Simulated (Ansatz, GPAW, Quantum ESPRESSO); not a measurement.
# CdS: band gap by level of theory

```xyz
4
Lattice="4.1500 0.0000 0.0000 -2.0750 3.5940 0.0000 0.0000 0.0000 6.7370" Properties=species:S:1:pos:R:3 pbc="T T T"
Cd    2.0750    1.1980    3.3685
Cd    0.0000    2.3960    0.0000
S     2.0750    1.1980    5.8949
S     0.0000    2.3960    2.5264
```

```tsv
rung	level	program and potentials	cutoff (eV)	k mesh	task	core time	chip	band gap (eV)	miss (eV)	notes
GGA	PBE	Quantum ESPRESSO, SG15 PBE 1.2	952	2 × 2 × 1	single point	14 s	Arm Neoverse V2	1.12	-1.36	coarse mesh; 13 valence electrons an atom on average
GGA	PBEsol	Ansatz, all-electron LAPW, scalar-relativistic	-	5 × 5 × 3	band structure	48 s	Arm Neoverse V1	(a)	?	-
GGA	PBEsol	Ansatz, all-electron LAPW, inner shells corrected to Dirac's equation	-	7 × 7 × 4	band structure	84 s	Intel Xeon Skylake/Cascade Lake	1.06	-1.42	-
GGA	PBEsol	Ansatz, PAW datasets made for the crystal	260	7 × 7 × 4	band structure	92 s	Intel Xeon Skylake/Cascade Lake	1.06	-1.42	9 valence electrons an atom on average
GGA	PBEsol	GPAW, PAW data sets generated for this functional	600	7 × 7 × 4	band structure	2.2 min	Arm Neoverse V2	1.04	-1.44	9 valence electrons an atom on average
LDA	LDA	GPAW, the program's PAW data sets (release 1.2.1) made for this functional, newer versions	600	5 × 5 × 3	band structure	2.3 min	Intel Xeon Platinum 8259CL Skylake/Cascade Lake	0.89	-1.59	9 valence electrons an atom on average
GGA	PBE	GPAW, PAW data sets generated for this functional	600	7 × 7 × 4	band structure	3 min	Arm Neoverse V1	1.18	-1.30	9 valence electrons an atom on average
non-local van der Waals functional	vdW-DF2	GPAW, GPAW PAW data sets (gpaw-data 1.2.1)	600	6 × 6 × 3	band structure	3 min	Arm Neoverse V2	1.04	-1.44	potentials made for PBE; 9 valence electrons an atom on average
GGA	PBEsol	GPAW, PAW data sets generated for this functional	600	6 × 6 × 3	band structure	3.2 min	Arm Neoverse V2	1.04	-1.44	9 valence electrons an atom on average
GGA	PBE	GPAW, GPAW PAW data sets (gpaw-data 1.2.1)	600	6 × 6 × 3	band structure	3.2 min	Arm Neoverse V2	1.18	-1.30	9 valence electrons an atom on average
GGA	BLYP	GPAW, PAW data sets generated for this functional	600	7 × 7 × 4	band structure	3.9 min	Arm Neoverse V1	1.12	-1.36	9 valence electrons an atom on average
meta-GGA	TPSS	GPAW, GPAW PAW data sets (gpaw-data 1.2.1)	600	6 × 6 × 3	band structure	9.1 min	Arm Neoverse V2	1.38	-1.10	potentials made for PBE; 9 valence electrons an atom on average
```

Times are single runs on shared hosts and different chips, so they are rough; meshes, cutoffs and the tasks' sizes weigh on the time. All rows: no spin polarisation. Gaps are the least found on the k mesh or the band path, and a mesh can miss the band edges. The cell comes from a database and isn't always the measured one. Meshes differ between rows, which moves values too. All levels ran on this one cell, unrelaxed unless noted. Meshes are those of the run's cell of 4 atoms unless a note names another. Misses use the values as printed. Runs on faulty files, with rough fits or with known faults for this quantity aren't shown. No row holds spin-orbit coupling.

Measured: 2.48 eV at 300 K (a printed reference work). The runs are for a static lattice.

Estimate the value left out from the other rows.

(a) 1.05 eV, miss -1.43.
